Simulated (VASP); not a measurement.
# InP in VASP 6.6.1, single-point calculation

INCAR

```
LWAVE = .FALSE.
LASPH = .TRUE.
PREC = Accurate
LCHARG = .FALSE.
EDIFF = 1E-7
LREAL = .FALSE.
AMIX = 2
IMIX = 1
SIGMA = 0.02
NBANDS = 16
IBRION = -1
NELM = 63
GGA = PE
BMIX = 0.0001
NSW = 0
ENCUT = 520
ISIF = 2
ISMEAR = -1
```

KPOINTS

```
KPOINTS created by Atomic Simulation Environment
0
Gamma
8 8 8
0 0 0
```

POSCAR

```
In P
 1.0000000000000000
     0.0000000000000000    2.9242497584999998    2.9242497584999998
     2.9242497584999998    0.0000000000000000    2.9242497584999998
     2.9242497584999998    2.9242497584999998    0.0000000000000000
 In  P
   1   1
Cartesian
  0.0000000000000000  0.0000000000000000  0.0000000000000000
  1.4621248792499999  1.4621248792499999  1.4621248792499999
```

The recommended PBE PAW datasets give the neutral cell 18 valence electrons.

Command

```
mpirun -np 1 vasp_std
```

Problem. Predict the outcome of this run.

Solution. VASP stopped with an error.

OSZICAR

```
N       E                     dE             d eps       ncg     rms          rms(c)
DAV:   1     0.112402163328E+03    0.11240E+03   -0.86086E+03   928   0.127E+03
DAV:   2    -0.139360856050E+01   -0.11380E+03   -0.10892E+03  1048   0.296E+02
DAV:   3    -0.859555375649E+01   -0.72019E+01   -0.71710E+01  1192   0.741E+01
DAV:   4    -0.879024965181E+01   -0.19470E+00   -0.19464E+00  1232   0.131E+01
DAV:   5    -0.879883916499E+01   -0.85895E-02   -0.85893E-02  1336   0.232E+00    0.574E+00
DAV:   6    -0.136870694579E+02   -0.48882E+01   -0.24499E+01  1464   0.804E+01    0.101E+01
DAV:   7    -0.772512693442E+02   -0.63564E+02   -0.31288E+02  1472   0.184E+02    0.412E+01
DAV:   8    -0.113518594734E+04   -0.10579E+04   -0.56483E+03  1256   0.193E+03    0.101E+04
DAV:   9    -0.612727996224E+04   -0.49921E+04   -0.44554E+04  1408   0.142E+03    0.202E+04
DAV:  10    -0.180443493585E+05   -0.11917E+05   -0.11041E+05  1624   0.128E+03    0.310E+04
```

Standard output (part)

```
POSCAR found type information on POSCAR InP
 POSCAR found :  2 types and       2 ions
 LDA part: xc-table for (Slater+PW92), standard interpolation
 POSCAR, INCAR and KPOINTS ok, starting setup
 WAVECAR not read
 entering main loop
|     EEEEEEE  RRRRRR   RRRRRR   OOOOOOO  RRRRRR      ###     ###     ###     |
|     E        R     R  R     R  O     O  R     R     ###     ###     ###     |
|     E        R     R  R     R  O     O  R     R     ###     ###     ###     |
|     EEEEE    RRRRRR   RRRRRR   O     O  RRRRRR       #       #       #      |
|     E        R    R   R    R   O     O  R    R      ###     ###     ###     |
|     EEEEEEE  R     R  R     R  OOOOOOO  R     R     ###     ###     ###     |
|     ERROR FEXCP: supplied Exchange-correletion table                        |
|      is too small, maximal index : 4286                                     |
|       ---->  I REFUSE TO CONTINUE WITH THIS SICK JOB ... BYE!!! <----       |
```

The fault: mixing far too strong.
